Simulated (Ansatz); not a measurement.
# F: the cost of one run

Computed with Ansatz 0.2.0 (DFT PBEsol, scalar-relativistic, plane waves, PAW, unless a step's input says otherwise).

71 further runs of the same task are left out: 71 set aside as unsound or not needed.

### Step 1. The starting structure

The structure is monoclinic, space group C2/m (No. 12). Conventional cell: a = 6.219 Å, b = 3.564 Å, c = 7.507 Å, α = 90.00°, β = 112.50°, γ = 90.00°. F (site symmetry m) has 1 F at 1.40 Å as nearest neighbours.

Structure file:

```cif
data_structure
_symmetry_space_group_name_H-M 'P 1'
_symmetry_Int_Tables_number 1
_cell_length_a 3.5841
_cell_length_b 3.5841
_cell_length_c 7.5074
_cell_angle_alpha 109.394
_cell_angle_beta 109.394
_cell_angle_gamma 59.628
_cell_volume 76.87
loop_
_atom_site_label
_atom_site_type_symbol
_atom_site_fract_x
_atom_site_fract_y
_atom_site_fract_z
_atom_site_occupancy
F1 F 0.08485 0.08485 0.09400 1
F2 F 0.91515 0.91515 0.90600 1
F3 F 0.50157 0.50157 0.59372 1
F4 F 0.49843 0.49843 0.40628 1
```

This cell was relaxed beforehand with the same method: volume 19.22 Å³/atom, gap on the mesh 3.09 eV.

### Step 2. The scan

Atoms count from 1 in the order of the input.

The energy is mapped over a free internal coordinate and the cell.

The axes are (1) shift of F1 along [0 0 1], its symmetry partners moved as symmetry demands (measured in the relaxed cell): 11 values from −0.15 Å; (2) volume per atom at fixed shape: 11 values from 16.53 to 21.91 Å³.

Nothing else is relaxed (all other coordinates fixed). Energies count from the relaxed crystal. Points are written as (first, second).

### Step 3. The run at (−0.06 Å, 16.53 Å³)

File input.yaml:

```yaml
crystal:
  lattice:
    - [2.9484629692, -1.6945827202, -0.2274109001]
    - [2.9484629692, 1.6945827202, -0.2274109001]
    - [-2.2170189184, 0.0, 6.7863396219]
  atoms:
    - { symbol: F, position: [0.0848459664, 0.0848459664, 0.0860117137] }
    - { symbol: F, position: [0.9151540336, 0.9151540336, 0.9139882863] }
    - { symbol: F, position: [0.5015719855, 0.5015719855, 0.5937195244] }
    - { symbol: F, position: [0.4984280145, 0.4984280145, 0.4062804756] }
basis:
  ecutwfc: 520.0
kpoints:
  mp_grid: { grid: [4, 4, 2] }
hamiltonian:
  xc: pbesol
scf:
  occupations: { method: gaussian, width: 0.05 }
output:
  forces: true
  stress: true
  eigenvalues: true
```

Started as:

```bash
> ansatz run input.yaml --threads 1 --pin off --max-ram 2048MiB --backend cpu --events-out ev --progress --plain --runs-dir out
```

**Question.** How long does this run take on 1 thread of Intel Xeon at 2.80GHz (Skylake/Cascade Lake), shared host, and how much memory does it need?

About 1 s, with a peak of 0.36 GiB.
